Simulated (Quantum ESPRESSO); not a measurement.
A run of Quantum ESPRESSO 7.5 is set up as follows.

pw.in

```
&CONTROL
  calculation = 'scf'
  prefix = 'pwscf'
  outdir = './tmp'
  pseudo_dir = './pseudo'
  tprnfor = .true.
  disk_io = 'low'
/
&SYSTEM
  ibrav = 0
  celldm(1) = 8
  nat = 5
  ntyp = 1
  ecutwfc = 36
  ecutrho = 216
  nbnd = 37
  input_dft = 'beef-vdw'
  occupations = 'smearing'
  smearing = 'mv'
  degauss = 0.00999582
/
&ELECTRONS
  conv_thr = 5d-09
  electron_maxstep = 150
  mixing_beta = 0.3
  mixing_mode = 'local-TF'
  tqr = .true.
/
ATOMIC_SPECIES
Au   196.9666 Au.GGA_PBE-JTH.UPF
CELL_PARAMETERS alat
  0.6850253447004   0.0000000000000   0.0000000000000
 -0.3425126723381   0.5932493507397   0.0000000000000
  0.0000000000000   0.0000000000000   5.8487023557168
ATOMIC_POSITIONS crystal
Au     0.6666666667    0.3333333334    0.3029079160
Au     0.3333333333    0.6666666666    0.4014539580
Au     0.6666666667    0.3333333334    0.5000000000
Au     0.3333333333    0.6666666666    0.5985460420
Au     0.6666666667    0.3333333334    0.6970920840
K_POINTS automatic
11 11 1 0 0 0
```

File pp_density.in:

```
&INPUTPP
  prefix = 'pwscf'
  outdir = './tmp'
  filplot = 'density.dat'
  plot_num = 0
/
&PLOT
  nfile = 1
  filepp(1) = 'density.dat'
  iflag = 3
  output_format = 6
  fileout = 'density.cube'
/
```

File pp_potential.in:

```
&INPUTPP
  prefix = 'pwscf'
  outdir = './tmp'
  filplot = 'potential.dat'
  plot_num = 11
/
&PLOT
  nfile = 1
  filepp(1) = 'potential.dat'
  iflag = 3
  output_format = 6
  fileout = 'potential.cube'
/
```

Potentials or basis: JTH 2.0 PBE.

The run is started by

```console
$ OMP_NUM_THREADS=1 mpirun -n 2 pw.x -nk 2 -in pw.in > pw.out
$ OMP_NUM_THREADS=1 mpirun -n 1 pp.x -in pp_density.in > pp_density.out
$ OMP_NUM_THREADS=1 mpirun -n 1 pp.x -in pp_potential.in > pp_potential.out
```

(1) What does it give for the work function of the upper face?

(2) Predict the work function of the lower face.

(3) Estimate the largest force.

(4) Predict the band gap on the k mesh.

Results:

(1) 5.30 eV.

(2) 5.30 eV.

(3) 0.335 eV/Å.

(4) none (metal or under the smearing width).

Caveat: the potentials were made for another functional, which shifts forces and pressure; real space augmentation costs some meV and hundredths of eV per Å.
